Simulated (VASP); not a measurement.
SiC (Moissanite):

```xyz
4
Lattice="3.0760 0.0000 0.0000 -1.5380 2.6639 0.0000 0.0000 0.0000 5.0480" Properties=species:S:1:pos:R:3 pbc="T T T"
Si    1.5380    0.8880    2.5240
Si    0.0000    1.7759    0.0000
C     1.5380    0.8880    4.4675
C     0.0000    1.7759    1.9435
```

Base run:

- Program: VASP 6.6.1
- Functional: PBEsol
- Potentials or basis: VASP PAW PBE potentials, release 64 (Si, C)
- Cutoff: 520 eV
- k mesh: 10 × 10 × 6
- Occupations: gaussian, width 0.02 eV
- Spin: no spin polarisation

Its results: band gap on the k mesh 2.32 eV, indirect (least direct gap 3.96 eV); pressure 0.6 GPa; largest force 0.751 eV/Å.

**Question.** After a change of settings the same cell gave: band gap on the k mesh 2.36 eV, indirect (least direct gap 3.98 eV); pressure -3.6 GPa; largest force 0.734 eV/Å. Which change was it?
A. functional from PBEsol to r2SCAN; further incar settings from ALGO = Fast; EDIFF = 1e-06 to ALGO = Normal; EDIFF = 1e-06
B. functional from PBEsol to PBE
C. functional from PBEsol to LDA; potentials or basis from VASP PAW PBE potentials, release 64 (Si, C) to VASP PAW LDA potentials, release 64 (Si, C)

**Answer.** C.

Caveats: the mesh misses the band edges, which the band path finds closer together; the PAW data sets were made with another functional, which shifts forces and pressure a little (some runs).
